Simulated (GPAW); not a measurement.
Crystal: ZnS.

```xyz
2
Lattice="3.8212 0.0000 0.0000 1.9106 3.3093 0.0000 1.9106 1.1031 3.1200" Properties=species:S:1:pos:R:3 pbc="T T T"
Zn    5.7318    3.3093    2.3400
S     0.0000    0.0000    0.0000
```

Base run:

| Quantity | Value |
| --- | --- |
| Program | GPAW 26.7.0 |
| Functional | optB88-vdW |
| Potentials or basis | GPAW PAW data sets (gpaw-data 1.2.1) |
| Cutoff | 600 eV |
| Basis | pw |
| k mesh | 7 × 7 × 7 |
| Occupations | fermi-dirac, width 0.05 eV |
| Spin | no spin polarisation |

Its results: band gap on the k mesh 2.12 eV, direct.

Problem. The run is repeated on the same cell with these changes: functional from optB88-vdW to r4SCAN; band points from 80 to 100. What comes out?

Solution. Band gap on the k mesh 2.61 eV, direct.

Not every run made on this cell is shown here.
